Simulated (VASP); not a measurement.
# MnS: single point with PBEsol+U

MnS:

```
Mn S
1.0
     3.95358    0.00000    0.00000
    -1.97679    3.42390    0.00000
     0.00000    0.00000    6.34253
Mn S
2 2
Direct
  0.33333 0.66667 0.99884
  0.66667 0.33333 0.49886
  0.66667 0.33333 0.12615
  0.33333 0.66667 0.62614
```

The cell is a database's computed one.

* Program: VASP 6.6.1
* Task: single point
* Functional: PBEsol
* Potentials or basis: VASP PAW PBE potentials, release 64 (Mn_pv, S)
* Cutoff: 520 eV
* k mesh: 6 × 6 × 3
* Occupations: gaussian, width 0.05 eV
* Spin: collinear spin, typed start
* Starting moments: [5.0, 5.0, 0.0, 0.0] μB
* Hubbard terms: Mn d U = 5.0 eV
* Dipole correction: no
* Further INCAR settings: ALGO = Normal; EDIFF = 1e-06; NBANDS = 31

- Pressure: 5.0 GPa
- Largest force: 0.359 eV/Å
- Band gap on the k mesh: 1.48 eV, direct
- Net moment: 10.00 μB per cell
- Site moments: Mn +4.60; S +0.02 μB
- Valence electrons inside the program's atomic spheres: Mn 11.39; S 3.79

Forces on the atoms (eV/Å):
```
Mn   0.000  0.000  0.359
Mn   0.000  0.000  0.358
S    0.000  0.000 -0.359
S    0.000  0.000 -0.359
```

Stress tensor (GPa, compression positive):
```
4.04 0.00 0.00
0.00 4.04 0.00
0.00 0.00 6.96
```

Levels at points of the mesh, in eV from the valence-band top:
Spin up:
| k point | band 20 | band 21 | band 22 | band 23 | band 24 | band 25 | band 26 | band 27 | band 28 | band 29 |
| --- | --- | --- | --- | --- | --- | --- | --- | --- | --- | --- |
| (0.00, 0.00, 0.00) | -1.03 | -1.03 | -0.02 | 0.00 | 0.00 | 1.48 | 3.02 | 6.07 | 6.07 | 6.61 |
| (0.50, 0.00, 0.00) | -3.68 | -3.21 | -2.55 | -1.63 | -0.91 | 3.57 | 4.00 | 4.47 | 6.41 | 6.92 |
Spin down:
| k point | band 11 | band 12 | band 13 | band 14 | band 15 | band 16 | band 17 | band 18 |
| --- | --- | --- | --- | --- | --- | --- | --- | --- |
| (0.00, 0.00, 0.00) | -2.51 | -2.41 | -2.40 | -2.40 | 2.35 | 2.66 | 2.76 | 2.76 |
| (0.50, 0.00, 0.00) | -3.59 | -2.84 | -2.83 | -2.46 | 1.69 | 1.99 | 2.75 | 3.17 |

Eigenvalues of the final occupation matrices:
```tsv
site	spin	trace	eigenvalues
site 1 d	1	4.70	0.94 0.94 0.94 0.94 0.94
site 1 d	2	0.20	0.02 0.02 0.05 0.05 0.06
site 2 d	1	4.70	0.94 0.94 0.94 0.94 0.94
site 2 d	2	0.20	0.02 0.02 0.05 0.05 0.06
```

Wall time 80 s on 1 thread of Intel(R) Xeon(R) Platinum 8259CL CPU @ 2.50GHz (Skylake/Cascade Lake) (shared host), peak memory 0.26 GiB.

Caveat: the PAW data sets were made with another functional, which shifts forces and pressure a little; an odd mesh through Γ misses points on the zone boundary, where band edges often lie. The state reached can hang on the start; a lower one may exist.
